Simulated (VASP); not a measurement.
AlN in VASP 6.6.1, single-point calculation

INCAR

```
NELM = 120
ENCUT = 520
LWAVE = .FALSE.
TIME = 0.4
NSW = 0
EDIFF = 1E-7
SIGMA = 0.02
GGA = PE
PREC = Accurate
IBRION = -1
ISMEAR = -1
ALGO = Damped
LCHARG = .FALSE.
NBANDS = 48
ISIF = 2
LASPH = .TRUE.
LREAL = .FALSE.
```

KPOINTS

```
KPOINTS created by Atomic Simulation Environment
0
Gamma
12 12 6
0 0 0
```

POSCAR

```
Al N
 1.0000000000000000
     3.0675501517259760    0.0000000000288676    0.0000000000000000
    -1.5337750758879880    2.6565763587630706    0.0000000000000000
     0.0000000000000000    0.0000000000000000    4.9785885508999996
 Al  N
   2   2
Cartesian
 -0.0000000000166668  1.7710509058516695  0.0015503035080762
  1.5337750758546547  0.8855254529402685  2.4908445789580753
 -0.0000000000166668  1.7710509058516695  1.8903133458339236
  1.5337750758546547  0.8855254529402685  4.3796076212839230
```

The recommended PBE PAW datasets give the neutral cell 16 valence electrons.

Command

```
mpirun -np 1 vasp_std
```

OSZICAR

```
N       E                     dE             d eps       ncg     rms           ort
DAV:   1     0.558200451928E+02    0.55820E+02   -0.10256E+04  3648   0.370E+02
DAV:   2    -0.305216435119E+02   -0.86342E+02   -0.76615E+02  3648   0.100E+02
DAV:   3    -0.343604572771E+02   -0.38388E+01   -0.37520E+01  3648   0.211E+01
DAV:   4    -0.345654427866E+02   -0.20499E+00   -0.20377E+00  3648   0.472E+00
DAV:   5    -0.345809937637E+02   -0.15551E-01   -0.15516E-01  3648   0.125E+00
SDA:   6    -0.218834443490E+02    0.12698E+02   -0.86939E+01  3648   0.217E+02   0.000E+00
DMP:   7    -0.281297069949E+02   -0.62463E+01   -0.30994E+01  3648   0.413E+01   0.949E+01
DMP:   8    -0.296299168124E+02   -0.15002E+01   -0.32379E-01  3648   0.169E+00  -0.229E+00
DMP:   9    -0.294500967356E+02    0.17982E+00   -0.14790E+00  3648   0.747E+00  -0.987E+00
DMP:  10    -0.295695097378E+02   -0.11941E+00   -0.19754E+00  3648   0.409E+00   0.223E+00
...
DMP:  18    -0.297153556590E+02   -0.15498E-03   -0.72528E-04  3648   0.968E-04   0.221E-03
DMP:  19    -0.297153886208E+02   -0.32962E-04   -0.27896E-06  3648   0.639E-05  -0.149E-04
DMP:  20    -0.297153841197E+02    0.45011E-05   -0.49794E-05  3648   0.213E-04  -0.232E-04
DMP:  21    -0.297153883311E+02   -0.42114E-05   -0.54329E-05  3648   0.106E-04   0.779E-05
DMP:  22    -0.297153919612E+02   -0.36301E-05   -0.97537E-06  3648   0.997E-06   0.377E-05
DMP:  23    -0.297153923040E+02   -0.34277E-06    0.38446E-07  3648   0.328E-06  -0.111E-05
DMP:  24    -0.297153922313E+02    0.72693E-07   -0.18780E-06  3648   0.578E-06  -0.285E-06
DMP:  25    -0.297153923464E+02   -0.11514E-06   -0.11201E-06  3648   0.184E-06   0.251E-06
DMP:  26    -0.297153923827E+02   -0.36285E-07   -0.10081E-07  3648   0.921E-08   0.419E-07
   1 F= -.29715392E+02 E0= -.29715392E+02  d E =-.230410E-13
```

From OUTCAR

```
k-points           NKPTS =     76   k-points in BZ     NKDIM =     76   number of bands    NBANDS=     48

   NELECT =      16.0000    total number of electrons

   dimension x,y,z NGX =    24 NGY =   24 NGZ =   40
   dimension x,y,z NGXF=    48 NGYF=   48 NGZF=   80

  energy-cutoff  :      520.00
  volume of cell :       40.57
      direct lattice vectors                 reciprocal lattice vectors
     3.067550152  0.000000000  0.000000000     0.325993040  0.188212170  0.000000000
    -1.533775076  2.656576359  0.000000000    -0.000000000  0.376424339  0.000000000
     0.000000000  0.000000000  4.978588551     0.000000000  0.000000000  0.200860141

 k-points in reciprocal lattice and weights: KPOINTS created by Atomic Simulation Env
   0.00000000  0.00000000  0.00000000       0.001
   0.08333333 -0.00000000  0.00000000       0.007
   0.16666667 -0.00000000  0.00000000       0.007
   0.25000000 -0.00000000  0.00000000       0.007
   0.33333333 -0.00000000  0.00000000       0.007
   0.41666667 -0.00000000  0.00000000       0.007
   0.50000000 -0.00000000  0.00000000       0.003
   0.08333333  0.08333333  0.00000000       0.007
   ...

 E-fermi :   6.8621

 k-point     1 :       0.0000    0.0000    0.0000
  band No.  band energies     occupation
      1      -8.9272      2.00000
      2      -6.7470      2.00000
      3       0.2600      2.00000
      4       5.6296      2.00000
      5       5.6296      2.00000
      6       6.2485      2.00000
      7       6.2485      2.00000
      8       6.3523      2.00000
      9      10.8844      0.00000
     10      13.4771      0.00000
     11      17.1913      0.00000
     12      17.9340      0.00000
     13      17.9340      0.00000
     14      19.5613      0.00000
     15      19.9434      0.00000
     16      19.9434      0.00000
     17      21.2360      0.00000
     18      21.2360      0.00000
     19      21.5310      0.00000
     20      24.0151      0.00000
     21      24.0151      0.00000
     22      26.2500      0.00000
     23      29.4006      0.00000
     24      29.4946      0.00000
     25      29.4946      0.00000
     26      31.0457      0.00000
     27      33.9335      0.00000
     28      33.9335      0.00000
     29      36.3515      0.00000
     30      38.0853      0.00000
     31      38.0853      0.00000
     32      38.3153      0.00000
     33      41.0979      0.00000
     34      41.0979      0.00000
     35      43.9436      0.00000
     36      43.9436      0.00000
     37      44.1343      0.00000
     38      45.2847      0.00000
     39      46.0058      0.00000
     40      46.0058      0.00000
     41      47.3641      0.00000
     42      48.6127      0.00000
     43      52.5005      0.00000
     44      52.5067      0.00000
     45      55.0608      0.00000
     46      55.6496      0.00000
     47      56.9754      0.00000
     48      57.0647      0.00000

 ...

  Total        2.9493393      2.9493393      1.8362302      0.0000000     -0.0000000      0.0000000
  in kB      116.4702761    116.4702761     72.5132712      0.0000000     -0.0000000      0.0000000
  external PRESSURE =     101.8179411 kB  Pullay stress =       0.0000000 kB

 POSITION                                       TOTAL-FORCE (eV/Angst)
 -----------------------------------------------------------------------------------
     -0.00000      1.77105      0.00155         0.000000     -0.000000      0.001039
      1.53378      0.88553      2.49084        -0.000000     -0.000000      0.001039
     -0.00000      1.77105      1.89031         0.000000      0.000000     -0.001039
      1.53378      0.88553      4.37961         0.000000     -0.000000     -0.001039
 -----------------------------------------------------------------------------------
    total drift:                                0.000000      0.000000     -0.000669

  FREE ENERGIE OF THE ION-ELECTRON SYSTEM (eV)
  ---------------------------------------------------
  free  energy   TOTEN  =       -29.7153923827 eV

  energy  without entropy=      -29.7153923827  energy(sigma->0) =      -29.71539238
```

It converged. Results: gap between bands v and c on the k mesh 4.53 eV; least direct gap on the k mesh 4.53 eV; pressure 10.2 GPa. Band v is the last that the valence electrons fill when counted band by band, and c is the next.

For comparison, a separate PBE run of the intended cell, on usual settings and not on those above, gives a gap of 4.53 eV on its mesh and a pressure of 10.2 GPa.

The run above took about 2.9 min on one core of a shared host (Intel Xeon Platinum 8488C) and held 0.35 GiB at most.
